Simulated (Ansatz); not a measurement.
A run of Ansatz 0.2.0 is set up as follows.

Contents of input:

```
crystal:
  lattice:
    - [2.8843249483, 0.0, 0.0]
    - [-1.4421624742, 2.497898678, 0.0]
    - [0.0, 0.0, 9.33675446]
  atoms:
    - { symbol: Al, position: [0.0, 0.0, 0.85000767] }
    - { symbol: Al, position: [0.0, 0.0, 0.14999233] }
    - { symbol: O, position: [0.3333333333, 0.6666666667, 0.77768308] }
    - { symbol: O, position: [0.6666666667, 0.3333333333, 0.0] }
    - { symbol: O, position: [0.3333333333, 0.6666666667, 0.22231692] }
hamiltonian:
  xc: pbe0
  pseudopotentials: { kind: paw }
kpoints:
  mp_grid: { grid: [8, 8, 2] }
  band_path:
    path:
      - [[0.0, 0.0, 0.0], [0.5, 0.0, 0.0], [0.3333333333, 0.3333333333, 0.0], [0.0, 0.0, 0.0], [0.0, 0.0, 0.5], [0.5, 0.0, 0.5], [0.3333333333, 0.3333333333, 0.5], [0.0, 0.0, 0.5]]
      - [[0.5, 0.0, 0.5], [0.5, 0.0, 0.0]]
      - [[0.3333333333, 0.3333333333, 0.0], [0.3333333333, 0.3333333333, 0.5]]
    npoints: 4
scf:
  occupations: { method: fermi_dirac, width: 0.05 }
  n_extra_bands: 12
output:
  forces: true
  stress: true
  eigenvalues: true
  fatbands: false
```

**Question.** Estimate the band gap on the k mesh.

**Answer.** 7.29 eV, indirect (least direct gap 7.51 eV).

**Question.** Estimate the pressure.

**Answer.** -5.1 GPa.

**Question.** Predict the largest force.

**Answer.** 0.443 eV/Å.

**Question.** What does it give for the band gap along the path?

**Answer.** 7.29 eV, indirect (least direct gap 7.51 eV).

Forces on the atoms (eV/Å):
```
Al   0.000  0.000 -0.122
Al   0.000  0.000  0.122
O    0.000  0.000  0.443
O    0.000  0.000  0.000
O    0.000  0.000 -0.443
```

Caveat: the pressure holds a Pulay correction of +0.4 GPa for the finite cutoff; the PAW data sets come from PBE, with cores solved anew for the run's functional, which leaves a small shift of forces and pressure; the thresholds are loose for stress.
